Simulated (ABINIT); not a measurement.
Runs of ABINIT 10.8.3 (patched build) on SnO. The structure is tetragonal, space group P4/nmm (No. 129). The conventional cell has a = 3.814 Å, b = 3.814 Å, c = 4.887 Å, α = 90.00°, β = 90.00°, γ = 90.00°. Sn (site symmetry 4mm) has 4 O at 2.23 Å as nearest neighbours. O (site symmetry -4m2) has 4 Sn at 2.23 Å as nearest neighbours. The cell is a database's computed one.

| task | level | potentials or basis | spin | k mesh | cutoff (eV) | smearing | k points of the masses | bands of the masses | fine-grid cutoff | bands in the sums | broadening (eV) | gap on the mesh (eV) | pressure (GPa) | largest force (eV/Å) |
| --- | --- | --- | --- | --- | --- | --- | --- | --- | --- | --- | --- | --- | --- | --- |
| effective masses | PBE | JTH PAW PBE v2.0 | SOC, no magnetisation | 5 × 5 × 4 | 517 | fixed | [[0.0, 0.0, 0.0], [0.4, 0.4, 0.0]] | [[39, 40], [41, 42]] | 1034.03 eV | - | - | - | - | 0.40 |
| single point | PBEsol | PseudoDojo NC SR PBEsol v0.4.1 standard | off | 5 × 5 × 4 | 980 | fermi-dirac 0.05 eV | - | - | - | - | - | 0.54 | -0.4 | (a) |
| single point | PBE | JTH PAW PBE v2.0 | SOC, no magnetisation | 5 × 5 × 4 | 517 | fermi-dirac 0.05 eV | - | - | 1034.03 eV | - | - | 0.57 | - | 0.40 |
| optical spectrum | PBE | SPMS NC PBE v1.0 | off | 8 × 8 × 8, shifted | 952 | fixed | - | - | - | 28 | 0.2 | - | - | 0.35 |
| positron lifetime | PBE | JTH PAW PBE v2.0 | off | 5 × 5 × 4 | 517 | fermi-dirac 0.05 eV | - | - | 1034.03 eV | - | - | 0.57 | - | 0.40 |
| positron lifetime | PBEsol | JTH PAW PBE v2.0 | off | 5 × 5 × 4 | 517 | fermi-dirac 0.05 eV | - | - | 1034.03 eV | - | - | 0.56 | - | 0.10 |
| one-shot levels of the hybrid HSE06 | PBE | PseudoDojo NC SR PBE v0.4.1 standard | off | 4 × 4 × 4 | 1143 | fixed | - | - | - | 28 | - | 0.15 | - | - |
| optical spectrum | PBEsol | PseudoDojo NC SR PBEsol v0.4.1 standard | off | 8 × 8 × 8, shifted | 980 | fixed | - | - | - | 28 | 0.2 | - | -0.5 | 0.16 |
| effective masses | PBE | PseudoDojo NC SR PBE v0.4.1 standard | off | 5 × 5 × 4 | 952 | fixed | [[0.0, 0.0, 0.0], [0.4, 0.4, 0.0]] | [[20, 20], [21, 21]] | - | - | - | - | - | 0.45 |
| single point | PBE | SPMS NC PBE v1.0 | off | 5 × 5 × 4 | 952 | fermi-dirac 0.05 eV | - | - | - | - | - | 0.55 | - | 0.35 |
| optical spectrum | LDA | PseudoDojo NC SR LDA v0.4.1 standard | off | 8 × 8 × 8, shifted | 952 | fixed | - | - | - | 32 | 0.05 | - | - | (b) |
| single point | PBE | PseudoDojo NC SR PBE v0.4.1 standard | off | 5 × 5 × 4 | 952 | fermi-dirac 0.05 eV | - | - | - | - | - | 0.56 | - | 0.45 |

Alike in all rows: cell as given.

**Question.** Estimate the missing entries.

**Answer.** (a) 0.15; (b) 0.20.

Caveats: spin-orbit coupling is left out, which moves the levels of the heavy elements (some runs); an odd mesh through Γ misses points on the zone boundary, where band edges often lie (some runs); spectra need much finer meshes, so this one isn't converged (some runs); independent-particle spectra lack excitons (some runs); the masses are taken at a mesh point that needn't be the band's extremum (some runs); the cutoff is short for stress, so the pressure is rough (some runs); the PAW basis is incomplete for the positron (some runs).

A k mesh can miss the band edges, and rows without SOC leave out spin-orbit coupling on Sn.
